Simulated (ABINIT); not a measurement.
## A GW run on CaO (Lime) in ABINIT, with inputs changed

What do changed inputs do to GW on CaO (Lime)?

Main program and level: ABINIT 10.8.3; PBE and many-body steps on it, plane waves.

## 1. The starting structure

Symmetry: Fm-3m, No. 225, cubic system. Conventional cell: a = 4.813 Å, b = 4.813 Å, c = 4.813 Å, α = 90.00°, β = 90.00°, γ = 90.00°. Nearest to Ca lie 6 O at 2.41 Å. Nearest to O lie 6 Ca at 2.41 Å. Farther neighbours and most contacts between anions are not listed.

The cell and positions come from the Crystallography Open Database and are kept as given unless a step says otherwise.

## 2. Screening, 6×6×6 mesh, 243 bands, screening to 304.8 eV

This step: ABINIT 10.8.3; RPA screening on PBE, plane waves, norm-conserving pseudopotentials.

The RPA dielectric matrix is built and inverted for each q.

Contents of run.abi:

```
acell 3*1.0 Angstrom
rprim 
  -0.000000000000 2.406500000000 2.406500000000
  2.406500000000 -0.000000000000 2.406500000000
  2.406500000000 2.406500000000 -0.000000000000
ntypat 2
znucl 20 8
natom 2
typat 1 2
xred 
  0.000000000000 0.000000000000 0.000000000000
  0.500000000000 0.500000000000 0.500000000000
pp_dirpath "pseudos"
pseudos "Ca.upf, O.upf"
ecut 36
ngkpt 6 6 6
nshiftk 1
shiftk 0 0 0
kptopt 1
chksymbreak 0
istwfk *1
occopt 1
irdwfk 1
optdriver 3
nband 243
ecuteps 11.2
inclvkb 2
awtr 1
symchi 1
indata_prefix "in"
outdata_prefix "out"
tmpdata_prefix "tmp"
```

Command:

```sh
$ OMP_NUM_THREADS=1 mpirun -n 4 abinit run.abi > log
```

What it wrote:

```text
.Version 10.8.3 of ABINIT. v10.8.2 released Aug 2026.

 Symmetries : space group Fm -3 m (#225); Bravais cF (face-center cubic)
[... echo of the input left out ...]
== DATASET  1 ==================================================================
-   mpi_nproc: 4, omp_nthreads: 1 (-1 if OMP is not activated)

--- !DatasetInfo
iteration_state: {dtset: 1, }
dimensions: {natom: 2, nkpt: 16, mband: 243, nsppol: 1, nspinor: 1, nspden: 1, mpw: 1964, }
cutoff_energies: {ecut:  36.0, pawecutdg:  -1.0, }
electrons: {nelect:   1.60000000E+01, charge:   0.00000000E+00, occopt:   1.00000000E+00, tsmear:   1.00000000E-02, }

 SCREENING: Calculation of the susceptibility and dielectric matrices

 Based on a program developped by R.W. Godby, V. Olevano, G. Onida, and L. Reining.
 Incorporated in ABINIT by V. Olevano, G.-M. Rignanese, and M. Torrent.
.Using double precision arithmetic ; gwpc =  8

[... cell and pseudopotentials left out ...]
--------------------------------------------------------------------------------

 ==== K-mesh for the wavefunctions ====
 Number of points in the irreducible wedge :    16
[... list of points left out ...]
 Together with 48 symmetry operations and time-reversal symmetry
 yields   216 points in the full Brillouin Zone.

 ==== Q-mesh for the screening function ====
 Number of points in the irreducible wedge :    16
[... list of points left out ...]
 Together with 48 symmetry operations and time-reversal symmetry
 yields   216 points in the full Brillouin Zone.

 setmesh: FFT mesh size selected  =    27x   27x   27
          total number of points  =        19683

 vcoul_init : cutoff-mode = AUXILIARY_FUNCTION
 q-points for optical limit:   1
     1)      0.000010    0.000020    0.000030

- screening: taking advantage of time-reversal symmetry
- Maximum band index for partially occupied states nbvw = 8
- Remaining bands to be divided among processors   nbcw = 235
- Number of bands treated by each node ~58

 Number of electrons calculated from density =   16.0000; Expected =   16.0000
 average of density, n =  0.085062
 r_s =    1.4106
 omega_plasma =   28.1335 [eV]

 calculating chi0 at frequencies [eV] :
  1    0.000000E+00    0.000000E+00
  2    0.000000E+00    2.813348E+01

--------------------------------------------------------------------------------
  q-point number  1        q = ( 0.000000, 0.000000, 0.000000) [r.l.u.]
--------------------------------------------------------------------------------
[... chi0 elements left out ...]
 For q-point:  0.000010 0.000020 0.000030
  dielectric constant =   3.5646
  dielectric constant without local fields =   3.9237

  Average fulfillment of the sum rule on Im[epsilon] for q-point    1 :     86.88  [%]
[... wings left out ...]
  q-point number  2        q = ( 0.166667, 0.000000, 0.000000) [r.l.u.]
--------------------------------------------------------------------------------
[... chi0 elements left out ...]
  Average fulfillment of the sum rule on Im[epsilon] for q-point    2 :     89.79  [%]

 [... 14 further q-points ...]
```

Run time: 6.3 min. Hardware: 4 MPI ranks of Arm Neoverse V1, shared host; peak memory 1.9 GiB; 25 min of CPU time.

This step gave:

- ε∞ with local fields, on this mesh, along the program's q direction: 3.565
- the same without local fields: 3.924
- plasma frequency: 28.13 eV
- plane waves in the screening matrix: 331

Local fields lower ε∞ by 9 %.

## 3. Base

The self-energy is evaluated for the states that the input lists, and the levels follow from it, in one-shot runs by the linearised quasiparticle equation.

This step: G0W0 on PBE, plane waves, norm-conserving pseudopotentials.

Changes to run.abi since step 2:

```diff
@@ -23,8 +23,17 @@
 irdwfk 1
-optdriver 3
+optdriver 4
 nband 243
+gwcalctyp 0
+ecutsigx 36
+symsigma 1
+nkptgw 2
+kptgw 
+  0.0000000000 0.0000000000 0.0000000000
+  0.5000000000 0.5000000000 0.0000000000
+bdgw 
+  6 12
+  7 10
 ecuteps 11.2
-inclvkb 2
-awtr 1
-symchi 1
+irdscr 1
+ppmodel 1
 indata_prefix "in"
```

What it wrote:

```text
.Version 10.8.3 of ABINIT. v10.8.2 released Aug 2026.

 Symmetries : space group Fm -3 m (#225); Bravais cF (face-center cubic)
[... echo of the input left out ...]
== DATASET  1 ==================================================================
-   mpi_nproc: 4, omp_nthreads: 1 (-1 if OMP is not activated)

--- !DatasetInfo
iteration_state: {dtset: 1, }
dimensions: {natom: 2, nkpt: 16, mband: 243, nsppol: 1, nspinor: 1, nspden: 1, mpw: 1964, }
cutoff_energies: {ecut:  36.0, pawecutdg:  -1.0, }
electrons: {nelect:   1.60000000E+01, charge:   0.00000000E+00, occopt:   1.00000000E+00, tsmear:   1.00000000E-02, }

 SIGMA: Calculation of the GW corrections

 Based on a program developped by R.W. Godby, V. Olevano, G. Onida, and L. Reining.
 Incorporated in ABINIT by V. Olevano, G.-M. Rignanese, and M. Torrent.
.Using double precision arithmetic ; gwpc =  8

[... cell and pseudopotentials left out ...]
--------------------------------------------------------------------------------

 ==== K-mesh for the wavefunctions ====
 Number of points in the irreducible wedge :    16
[... list of points left out ...]
 Together with 48 symmetry operations and time-reversal symmetry
 yields   216 points in the full Brillouin Zone.

 ==== Q-mesh for screening function ====
 Number of points in the irreducible wedge :    16
[... list of points left out ...]
 Together with 48 symmetry operations and time-reversal symmetry
 yields   216 points in the full Brillouin Zone.

 vcoul_init : cutoff-mode = AUXILIARY_FUNCTION
 q-points for optical limit:   1
     1)      0.000010    0.000020    0.000030
 setmesh: FFT mesh size selected  =    36x   36x   36
          total number of points  =        46656

 Number of electrons calculated from density =   16.0000; Expected =   16.0000
 average of density, n =  0.085062
 r_s =    1.4106
 omega_plasma =   28.1335 [eV]

 === KS Band Gaps ===
  >>>> For spin  1
   Minimum direct gap =   4.0368 [eV], located at k-point      :   0.5000  0.5000  0.0000
   Fundamental gap    =   3.6624 [eV], Top of valence bands at :   0.0000  0.0000  0.0000
                                       Bottom of conduction at :   0.5000  0.5000  0.0000
 SIGMA fundamental parameters:
 PLASMON POLE MODEL  1
 number of plane-waves for SigmaX                 1917
 number of plane-waves for SigmaC and W            331
 number of plane-waves for wavefunctions          1917
 number of bands                                   243
 number of independent spin polarizations            1
 number of spinorial components                      1
 number of k-points in IBZ                          16
 number of q-points in IBZ                          16
 number of symmetry operations                      48
 number of k-points in BZ                          216
 number of q-points in BZ                          216
 number of frequencies for dSigma/dE                 9
 frequency step for dSigma/dE [eV]                0.25
 number of omega for Sigma on real axis              0
 max omega for Sigma on real axis  [eV]           0.00
 zcut for avoiding poles [eV]                     0.10

 EPSILON^-1 parameters (SCR file):
 dimension of the eps^-1 matrix on file            331
 dimension of the eps^-1 matrix used               331
 number of plane-waves for wavefunctions          1917
 number of bands                                   243
 number of q-points in IBZ                          16
 number of frequencies                               2
 number of real frequencies                          1
 number of imag frequencies                          1

 matrix elements of self-energy operator (all in [eV])

 Perturbative Calculation

--- !SelfEnergy_ee
iteration_state: {dtset: 1, }
kpoint     : [   0.000,    0.000,    0.000, ]
spin       : 1
KS_gap     :    4.714
QP_gap     :    6.290
Delta_QP_KS:    1.576
data: !SigmaeeData |
     Band     E0 <VxcDFT>   SigX SigC(E0)      Z dSigC/dE  Sig(E)    E-E0       E
        6   5.064 -19.387 -24.633   3.786   0.778  -0.285 -20.523  -1.136   3.928
        7   5.064 -19.387 -24.633   3.786   0.778  -0.285 -20.523  -1.136   3.928
        8   5.064 -19.387 -24.633   3.786   0.778  -0.285 -20.523  -1.136   3.928
        9   9.779 -10.893  -6.430  -3.941   0.843  -0.186 -10.453   0.440  10.219
       10  11.292 -13.900  -7.002  -4.868   0.841  -0.189 -12.193   1.707  12.999
       11  11.292 -13.900  -7.002  -4.868   0.841  -0.189 -12.193   1.707  12.999
       12  11.292 -13.900  -7.002  -4.868   0.841  -0.189 -12.193   1.707  12.999

--- !SelfEnergy_ee
iteration_state: {dtset: 1, }
kpoint     : [   0.500,    0.500,    0.000, ]
spin       : 1
KS_gap     :    4.037
QP_gap     :    6.360
Delta_QP_KS:    2.324
data: !SigmaeeData |
     Band     E0 <VxcDFT>   SigX SigC(E0)      Z dSigC/dE  Sig(E)    E-E0       E
        7   4.690 -18.916 -24.314   3.805   0.778  -0.286 -20.155  -1.240   3.450
        8   4.690 -18.916 -24.314   3.805   0.778  -0.286 -20.155  -1.240   3.450
        9   8.727 -11.430  -5.899  -4.255   0.850  -0.177 -10.346   1.084   9.811
       10  13.087 -16.112  -8.832  -5.007   0.832  -0.202 -14.221   1.891  14.978

== END DATASET(S) ==============================================================
================================================================================

 -outvars: echo values of variables after computation  --------
           etotal      0.0000000000E+00
            nband         243
             nkpt          16
          spgroup         225
 [... the other variables as echoed above ...]

 Calculation completed.
```

It took 76 s on 4 MPI ranks; peak memory 2.1 GiB; 5.1 min of CPU time.

Numbers from this step:

```
G0W0 gap on the points computed              : 5.883 eV
starting gap on the mesh                     : 3.662 eV
k of the valence top                         : 0, 0, 0
k of the conduction bottom                   : 0.5, 0.5, 0
Z at the valence top                         : 0.778
Z at the conduction bottom                   : 0.85
least direct G0W0 gap on the computed points : 6.291 eV
```

The gap on the mesh goes from 3.66 eV to 5.88 eV, a correction of +2.22 eV.

## 4. Coulomb singularity

Changes to run.abi since step 3:

```diff
@@ -38,2 +38,3 @@
 ppmodel 1
+gw_icutcoul 0
 indata_prefix "in"
```

What it wrote:

```text
.Version 10.8.3 of ABINIT. v10.8.2 released Aug 2026.

 Symmetries : space group Fm -3 m (#225); Bravais cF (face-center cubic)
[... echo of the input left out ...]
== DATASET  1 ==================================================================
-   mpi_nproc: 4, omp_nthreads: 1 (-1 if OMP is not activated)

--- !DatasetInfo
iteration_state: {dtset: 1, }
dimensions: {natom: 2, nkpt: 16, mband: 243, nsppol: 1, nspinor: 1, nspden: 1, mpw: 1964, }
cutoff_energies: {ecut:  36.0, pawecutdg:  -1.0, }
electrons: {nelect:   1.60000000E+01, charge:   0.00000000E+00, occopt:   1.00000000E+00, tsmear:   1.00000000E-02, }

 SIGMA: Calculation of the GW corrections

 Based on a program developped by R.W. Godby, V. Olevano, G. Onida, and L. Reining.
 Incorporated in ABINIT by V. Olevano, G.-M. Rignanese, and M. Torrent.
.Using double precision arithmetic ; gwpc =  8

[... cell and pseudopotentials left out ...]
--------------------------------------------------------------------------------

 ==== K-mesh for the wavefunctions ====
 Number of points in the irreducible wedge :    16
[... list of points left out ...]
 Together with 48 symmetry operations and time-reversal symmetry
 yields   216 points in the full Brillouin Zone.

 ==== Q-mesh for screening function ====
 Number of points in the irreducible wedge :    16
[... list of points left out ...]
 Together with 48 symmetry operations and time-reversal symmetry
 yields   216 points in the full Brillouin Zone.

 === Spherical cutoff ===

  Cutoff radius .........    21.3263 [Bohr]
  Volume of the sphere ..   40629.17 [Bohr^3]
 q-points for optical limit:   1
     1)      0.000010    0.000020    0.000030
 setmesh: FFT mesh size selected  =    36x   36x   36
          total number of points  =        46656

[...]
number of omega for Sigma on real axis              0
 max omega for Sigma on real axis  [eV]           0.00
 zcut for avoiding poles [eV]                     0.10

 EPSILON^-1 parameters (SCR file):
 dimension of the eps^-1 matrix on file            331
 dimension of the eps^-1 matrix used               331
 number of plane-waves for wavefunctions          1917
 number of bands                                   243
 number of q-points in IBZ                          16
 number of frequencies                               2
 number of real frequencies                          1
 number of imag frequencies                          1

 matrix elements of self-energy operator (all in [eV])

 Perturbative Calculation

--- !SelfEnergy_ee
iteration_state: {dtset: 1, }
kpoint     : [   0.000,    0.000,    0.000, ]
spin       : 1
KS_gap     :    4.714
QP_gap     :    6.270
Delta_QP_KS:    1.556
data: !SigmaeeData |
     Band     E0 <VxcDFT>   SigX SigC(E0)      Z dSigC/dE  Sig(E)    E-E0       E
        6   5.064 -19.387 -24.641   3.666   0.789  -0.267 -20.641  -1.253   3.811
        7   5.064 -19.387 -24.641   3.666   0.789  -0.267 -20.641  -1.253   3.811
        8   5.064 -19.387 -24.641   3.666   0.789  -0.267 -20.641  -1.253   3.811
[...]
--- !SelfEnergy_ee
iteration_state: {dtset: 1, }
kpoint     : [   0.500,    0.500,    0.000, ]
spin       : 1
KS_gap     :    4.037
QP_gap     :    6.398
Delta_QP_KS:    2.361
data: !SigmaeeData |
     Band     E0 <VxcDFT>   SigX SigC(E0)      Z dSigC/dE  Sig(E)    E-E0       E
[...]
9   8.727 -11.430  -5.915  -4.335   0.850  -0.177 -10.427   1.003   9.730
       10  13.087 -16.112  -8.839  -4.954   0.834  -0.199 -14.179   1.933  15.020

== END DATASET(S) ==============================================================
================================================================================

 -outvars: echo values of variables after computation  --------
           etotal      0.0000000000E+00
            nband         243
             nkpt          16
          spgroup         225
 [... the other variables as echoed above ...]

 Calculation completed.
```

Wall time 77 s (4 MPI ranks); peak memory 2.1 GiB.

This step gave:

```yaml
g0w0_gap_on_the_points_computed: 5.919 eV
starting_gap_on_the_mesh: 3.662 eV
k_of_the_valence_top: 0, 0, 0
k_of_the_conduction_bottom: 0.5, 0.5, 0
z_at_the_valence_top: 0.789
z_at_the_conduction_bottom: 0.85
least_direct_g0w0_gap_on_the_computed_points: 6.271 eV
```

Against G0W0 in ABINIT (6×6×6 mesh, 243 bands, screening to 304.8 eV, Godby-Needs plasmon pole), the gap moves by +0.036 eV.

## 5. Side by side

Times are wall times on 4 MPI ranks of Arm Neoverse V1, shared host, good to a factor of about two. A run's time includes the screening step that it read.

```
                run   mesh  bands  screening cutoff (eV)  DFT gap (eV)  gap on the mesh (eV)  direct (eV)  ε∞ used     time
               base  6×6×6    243                  304.8         3.662                 5.883        6.291     3.56  7.6 min
Coulomb singularity  6×6×6    243                  304.8         3.662                 5.919        6.271     3.56  7.6 min
```

## 6. Results

| Item | Value |
| --- | --- |
| base | 5.883 eV |
| Coulomb singularity | 5.919 eV |
| known limits | not at the basis limit |

Coulomb singularity: +0.036 eV against base (keys changed: gw_icutcoul). Bands and cutoff are finite, so the gap is not at the basis limit. The miss can reach some tenths of an eV and take either sign; the mesh is an error of its own. In the G0W0 runs levels were corrected at 2 k points alone, so a gap called «on the mesh» is the least over those, and an edge elsewhere would be missed.

[Paths, hosts, dates, memory and timing lines, banners, echoed tables and standing remarks are left out of the program output.]

[Logs are printed without paths, hosts, clocks, repeated set-up lines and the standing remarks that a program may print on its own settings, such as how far it seeks lower states.]

[Runs of the session that timed out or met a known fault of the program may be left out.]

[Hosts, paths, dates, database ids (printed as entryN), source tags and the programs' standing remarks are cut or masked in the printed files.]

[G0W0 gaps are taken among the corrected bands and points alone; a level outside them can change the order at an edge.]

[Where Ansatz stands beside ABINIT at settings called matched, ABINIT's density can come from a denser mesh and the files from another edition; pairs whose starting gaps differed by over 0.03 eV were left out, so agreement reads better than it is.]
